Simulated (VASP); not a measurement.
# CaF2 (Fluorite) (Fm-3m) in VASP: further runs, part 3 of 3

VASP 6.6.1.

## (5) Band structure, PBE

File INCAR:

```
ALGO     = Fast           # electronic algorithm
EDIFF    = 1E-7           # SCF threshold, eV
ENCUT    = 520            # plane-wave cutoff, eV
GGA      = PE             # functional
ISIF     = 2              # what is computed and relaxed
ISMEAR   = 0              # smearing method
KPAR     = 2            
LASPH    = T              # aspherical terms in the spheres
LCHARG   = F              # write CHGCAR
LREAL    = F              # projectors in reciprocal space
LWAVE    = F              # write WAVECAR
NELM     = 80             # most SCF steps
PREC     = Accurate       # precision mode
SIGMA    = 0.03           # smearing width, eV
```

File KPOINTS:

```
k-points
0
Gamma
  8 8 8
```

File POSCAR:

```
CaF2                                    
1.0
    0.0000000000      2.7123156406      2.7123156406
    2.7123156406      0.0000000000      2.7123156406
    2.7123156406      2.7123156406      0.0000000000
  Ca              F             
     1     2
Direct
     0.0000000000000000    0.0000000000000000    0.0000000000000000
     0.2500000000000000    0.2500000000000000    0.2500000000000000
     0.7500000000000000    0.7500000000000000    0.7500000000000000
```

File KPOINTS_OPT:

```
explicit points
302
Reciprocal
 0.0000000000  0.0000000000  0.0000000000 1
 0.0263157895  0.0000000000  0.0263157895 1
 0.0526315789  0.0000000000  0.0526315789 1
 0.0789473684  0.0000000000  0.0789473684 1
 0.1052631579  0.0000000000  0.1052631579 1
 0.1315789474  0.0000000000  0.1315789474 1
[... 294 lines left out ...]
 0.4892429100  0.0107570900  0.5000000000 1
 0.5107570900 -0.0107570900  0.5000000000 1
```

Potentials or basis: VASP PAW PBE potentials, release 64 (Ca_sv, F).

Command:

```sh
$ cat potpaw_PBE.64/Ca_sv/POTCAR potpaw_PBE.64/F/POTCAR > POTCAR
$ mpirun -np 2 vasp_std > vasp.out
```

OUTCAR:

```text
EDIFF = 1E-7
   ENCUT = 520
   GGA = PE
   ISIF = 2
   ISMEAR = 0
   LASPH = T
   LREAL = F
   NELM = 80
   PREC = Accurate

 ion  position               nearest neighbor table
   1  0.000  0.000  0.000-   3 2.35   3 2.35   3 2.35   2 2.35   3 2.35   2 2.35   2 2.35   2 2.35

   2  0.250  0.250  0.250-   1 2.35   1 2.35   1 2.35   1 2.35
   3  0.750  0.750  0.750-   1 2.35   1 2.35   1 2.35   1 2.35

  LATTYP: Found a face centered cubic cell.
 ALAT       =     5.4246312812

  Lattice vectors:

 A1 = (   0.0000000000,   2.7123156406,   2.7123156406)
 A2 = (   2.7123156406,   0.0000000000,   2.7123156406)
 A3 = (   2.7123156406,   2.7123156406,   0.0000000000)

Analysis of symmetry for initial positions (statically):
=====================================================================
 Subroutine PRICEL returns:
 Original cell was already a primitive cell.

 Routine SETGRP: Setting up the symmetry group for a
 face centered cubic supercell.

 Subroutine GETGRP returns: Found 48 space group operations
 (whereof 48 operations were pure point group operations)
 out of a pool of 48 trial point group operations.

The static configuration has the point symmetry O_h .

Analysis of symmetry for dynamics (positions and initial velocities):
=====================================================================
 Subroutine PRICEL returns:
 Original cell was already a primitive cell.

 Routine SETGRP: Setting up the symmetry group for a
 face centered cubic supercell.

 Subroutine GETGRP returns: Found 48 space group operations
 (whereof 48 operations were pure point group operations)
 out of a pool of 48 trial point group operations.

The dynamic configuration has the point symmetry O_h .

 Subroutine INISYM returns: Found 48 space group operations
 (whereof 48 operations are pure point group operations),
 and found     1 'primitive' translations

[... 117 lines left out ...]
  volume/ion in A,a.u.               =      13.30        89.77
  Fermi-wavevector in a.u.,A,eV,Ry     =   1.381852  2.611323 25.980546  1.909516
  Thomas-Fermi vector in A             =   2.506598
   LORBIT       =      0    0 simple, 1 ext, 2 COOP (PROOUT), +10 PAW based schemes
   GGA     = PE    functional components
   LHFCALC =     F    Hartree Fock is set to
   AEXX    =    0.0000 exact exchange contribution
   IVDW    =     0    specifies the selected vdW correction
   LEPSILON=     F    determine dielectric tensor
   LRPA    =     F    only Hartree local field effects (RPA)
 non-spin polarized calculation
 RMM-DIIS sequential band-by-band and
 Gauss-broadening in eV      SIGMA  =   0.03
  energy-cutoff  :      520.00
  volume of cell :       39.91
 maximum number of plane-waves:      1090
 NGX is ok and might be reduce to    30
   NGX = 15   NGY = 15   NGZ = 15

 number of electron      23.9999982 magnetization

 Free energy of the ion-electron system (eV)
  ---------------------------------------------------
  ext. energy  EPLUGINS =         0.00000000
  ---------------------------------------------------
  free energy    TOTEN  =       -17.30936953 eV

  energy without entropy =      -17.30936953  energy(sigma->0) =      -17.30936953

 E-fermi :  -0.6998     XC(G=0):  -9.7342

 val. band max:       -0.8559221033   @ k =   0.5000   0.5000   0.0000
 cond. band min:       6.5446399608   @ k =   0.0000   0.0000   0.0000
 fundamental gap:      7.4005620641
 Fermi energy:        -0.6998428393

 k-point     1 :       0.0000    0.0000    0.0000
  band No.  band energies     occupation
      1     -36.7839      2.00000
      2     -20.8418      2.00000
      3     -20.0390      2.00000
      4     -17.7228      2.00000
      5     -17.7228      2.00000
      6     -17.7228      2.00000
[... 433 lines left out ...]
      3     -20.6654      2.00000
      4     -17.7958      2.00000
      5     -17.5618      2.00000
      6     -17.2988      2.00000
[... 8 lines left out ...]
     15       9.1258      0.00000
     16       9.5854      0.00000

 [... further k-points ...]

------------------------ aborting loop because EDIFF is reached ----------------------------------------

  FORCE on cell =-STRESS in cart. coord.  units (eV):
  Direction    XX          YY          ZZ          XY          YZ          ZX
  --------------------------------------------------------------------------------------
  -------------------------------------------------------------------------------------
  Total        1.0955722      1.0955722      1.0955722      0.0000000     -0.0000000      0.0000000
  in kB       43.9846244     43.9846244     43.9846244      0.0000000     -0.0000000      0.0000000
  external PRESSURE =      43.9846244 kB  Pullay stress =       0.0000000 kB

 VOLUME and BASIS-vectors are now :
 -----------------------------------------------------------------------------
  energy-cutoff  :      520.00
  volume of cell :       39.91
      direct lattice vectors                 reciprocal lattice vectors
     0.000000000  2.712315641  2.712315641    -0.184344326  0.184344326  0.184344326
     2.712315641  0.000000000  2.712315641     0.184344326 -0.184344326  0.184344326
     2.712315641  2.712315641  0.000000000     0.184344326  0.184344326 -0.184344326

 POSITION                                       TOTAL-FORCE (eV/Angst)
 -----------------------------------------------------------------------------------
      0.00000      0.00000      0.00000         0.000000      0.000000      0.000000
      1.35616      1.35616      1.35616         0.000000      0.000000      0.000000
      4.06847      4.06847      4.06847        -0.000000     -0.000000     -0.000000
 -----------------------------------------------------------------------------------
    total drift:                                0.000000     -0.000000      0.000000

  FREE ENERGIE OF THE ION-ELECTRON SYSTEM (eV)
  ---------------------------------------------------
  free  energy   TOTEN  =       -17.3093695250 eV

  energy  without entropy=      -17.3093695250  energy(sigma->0) =      -17.30936953
```

OSZICAR:

```text
N       E                     dE             d eps       ncg     rms          rms(c)
DAV:   1     0.222738288598E+03    0.22274E+03   -0.14109E+04   928   0.153E+03
DAV:   2    -0.938710273612E+01   -0.23213E+03   -0.22846E+03  1216   0.396E+02
DAV:   3    -0.182694456187E+02   -0.88823E+01   -0.88748E+01  1016   0.878E+01
DAV:   4    -0.186086974410E+02   -0.33925E+00   -0.33917E+00  1608   0.127E+01
DAV:   5    -0.186105928707E+02   -0.18954E-02   -0.18954E-02  1008   0.101E+00    0.800E+00
RMM:   6    -0.172480413921E+02    0.13626E+01   -0.59167E+00  1048   0.166E+01    0.295E+00
RMM:   7    -0.172818912299E+02   -0.33850E-01   -0.51101E-01  1172   0.480E+00    0.185E+00
RMM:   8    -0.173017601622E+02   -0.19869E-01   -0.12805E-01  1157   0.355E+00    0.381E-01
RMM:   9    -0.173046620763E+02   -0.29019E-02   -0.49560E-02  1290   0.123E+00    0.196E-01
RMM:  10    -0.173065832043E+02   -0.19211E-02   -0.18008E-02  1429   0.566E-01    0.213E-01
[... 102 further cycles ...]
DAV:   8    -0.829944274872E+04   -0.33899E-06     1240
DAV:   9    -0.829944274873E+04   -0.73815E-08      840
       N       E                     dE             ncg
DAV:   1     0.153357545032E+05   -0.11579E+05      384
DAV:   2     0.127401759167E+05   -0.25956E+04      552
DAV:   3     0.126499969372E+05   -0.90179E+02      416
DAV:   4     0.126463185238E+05   -0.36784E+01      704
DAV:   5     0.126463011144E+05   -0.17409E-01      416
DAV:   6     0.126463006665E+05   -0.44795E-03      576
DAV:   7     0.126463006528E+05   -0.13693E-04      480
DAV:   8     0.126463006527E+05   -0.95064E-07      504
```

stdout:

```text
POSCAR found type information on POSCAR CaF
 POSCAR found :  2 types and       3 ions
 scaLAPACK will be used
 LDA part: xc-table for (Slater+PW92), standard interpolation
 POSCAR, INCAR and KPOINTS ok, starting setup
 FFT: planning ... GRIDC
 FFT: planning ... GRID_SOFT
 FFT: planning ... GRID
 WAVECAR not read
 entering main loop
WARNING in EDDRMM: call to ZHEGV failed, returncode =   6  3      9
 num prob RMM:  22    -0.173093693248E+02   -0.72577E-07   -0.13763E-06  1067   0.593E-03    0.893E-04
 num prob RMM:  24    -0.173093695250E+02   -0.26642E-07   -0.33842E-07   952   0.326E-03
 Start KPOINTS_OPT (optional k-point list driver)
k-point batch [1-29\302]
k-point batch [30-58\302]
k-point batch [59-87\302]
k-point batch [88-116\302]
k-point batch [117-145\302]
k-point batch [146-174\302]
k-point batch [175-203\302]
k-point batch [204-232\302]
k-point batch [233-261\302]
k-point batch [262-290\302]
k-point batch [291-302\302]
```

Wall time 1.7 min (2 MPI ranks of Intel Xeon Platinum 8488C (Sapphire Rapids), shared host); peak memory 0.17 GiB.

Results:

| Property | Result |
| --- | --- |
| Free energy | -17.3094 eV |
| Pressure | 4.4 GPa |
| Band gap on the k mesh | 7.40 eV, indirect (least direct gap 7.66 eV) |
| Band gap along the path | 7.40 eV, indirect (least direct gap 7.66 eV) |

Levels at the corners of the path, in eV from the valence-band top:
```
point  band 9  band 10  band 11  band 12  band 13  band 14  band 15  band 16
    Γ   -2.18    -0.26    -0.26    -0.26     7.40     9.24     9.24    11.39
    X   -1.68    -0.38    -0.38     0.00     8.17     9.63    10.19    11.00
    X   -1.68    -0.38    -0.38     0.00     8.17     9.63    10.19    11.00
    W   -1.06    -1.06    -0.29    -0.09     8.51     9.85    10.06    10.06
    W   -1.06    -1.06    -0.29    -0.09     8.51     9.85    10.06    10.06
    K   -1.53    -0.67    -0.45    -0.10     8.44     9.83     9.91    10.47
    K   -1.53    -0.67    -0.45    -0.10     8.44     9.83     9.91    10.47
    Γ   -2.18    -0.26    -0.26    -0.26     7.40     9.24     9.24    11.39
    Γ   -2.18    -0.26    -0.26    -0.26     7.40     9.24     9.24    11.39
    L   -1.31    -1.26    -0.85    -0.85     9.47     9.47     9.88    10.84
    L   -1.31    -1.26    -0.85    -0.85     9.47     9.47     9.88    10.84
    U   -1.53    -0.67    -0.45    -0.10     8.44     9.83     9.91    10.47
    U   -1.53    -0.67    -0.45    -0.10     8.44     9.83     9.91    10.47
    W   -1.06    -1.06    -0.29    -0.09     8.51     9.85    10.06    10.06
    W   -1.06    -1.06    -0.29    -0.09     8.51     9.85    10.06    10.06
    L   -1.31    -1.26    -0.85    -0.85     9.47     9.47     9.88    10.84
    L   -1.31    -1.26    -0.85    -0.85     9.47     9.47     9.88    10.84
    K   -1.53    -0.67    -0.45    -0.10     8.44     9.83     9.91    10.47
    U   -1.53    -0.67    -0.45    -0.10     8.44     9.83     9.91    10.47
    X   -1.68    -0.38    -0.38     0.00     8.17     9.63    10.19    11.00
```

A hybrid or GW would open this gap; PBE tends to underestimate it.
